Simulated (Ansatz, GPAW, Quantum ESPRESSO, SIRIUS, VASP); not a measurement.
**One calculation of SrO, 6 ways**

```
Sr O
1.0
     0.00000    2.56630    2.56630
     2.56630    0.00000    2.56630
     2.56630    2.56630    0.00000
Sr O
1 1
Direct
  0.50000 0.50000 0.50000
  0.00000 0.00000 0.00000
```

Alike in all runs: task single point; functional PBEsol; k mesh 9 × 9 × 9; occupations fermi-dirac, width 0.05 eV; no spin polarisation; no spin-orbit coupling. Pressure is positive in compression and, in plane waves, holds the error of the finite cutoff, which Ansatz's Pulay term estimates and takes out.

| program and potentials | plane-wave cutoff (eV) | notes | pressure (GPa) |
| --- | --- | --- | --- |
| Ansatz, Ansatz PAW | 420 | potentials made for PBE, which Ansatz adapts in part; Pulay term of +0.40 GPa included | -0.55 |
| Ansatz, all-electron LAPW, scalar-relativistic | - | - | -0.55 |
| VASP, PBE PAW files O, Sr_sv, 520 eV | 520 | potentials made for PBE | 0.07 |
| Quantum ESPRESSO, GBRV 1.5 PBEsol | 612 | - | -0.52 |
| GPAW, PAW data sets generated for this functional | 800 | - | 0.02 |
| SIRIUS, PseudoDojo 0.4.1 PBEsol standard (scalar relativistic) | 1152 | - | -0.75 |

The pressure spans -0.75 (SIRIUS, PseudoDojo 0.4.1 PBEsol standard (scalar relativistic)) to 0.07 GPa (VASP, PBE PAW files O, Sr_sv, 520 eV), with all-electron results at -0.55.

Differences between rows come from potentials, basis sets and numerical settings, since the functional is the same but for its coding. Runs on potential files found faulty are left out.

At this volume the all-electron calculation puts SrO under slight tension, so its PBEsol equilibrium cell is a little smaller than the one used. Ansatz PAW and GBRV reproduce this closely and PseudoDojo gives somewhat more tension, while VASP and GPAW sit almost at equilibrium. For an ionic oxide of this stiffness, the whole spread amounts to only a small fraction of a percent in lattice constant.

The pressure is what remains when Madelung attraction nearly cancels the short-range repulsion between the oxygen valence shell and the strontium semicore shell, so slight differences in describing these shells probably account for much of the scatter. Potentials made for another functional do not by themselves explain the grouping: GPAW, with matching data sets, lies beside VASP, whereas Ansatz PAW lies on the all-electron value. Nor does the finite cutoff explain the VASP offset, since a correction of the same sign as in Ansatz would move it further from the all-electron result. A single volume cannot show whether these offsets persist under compression.
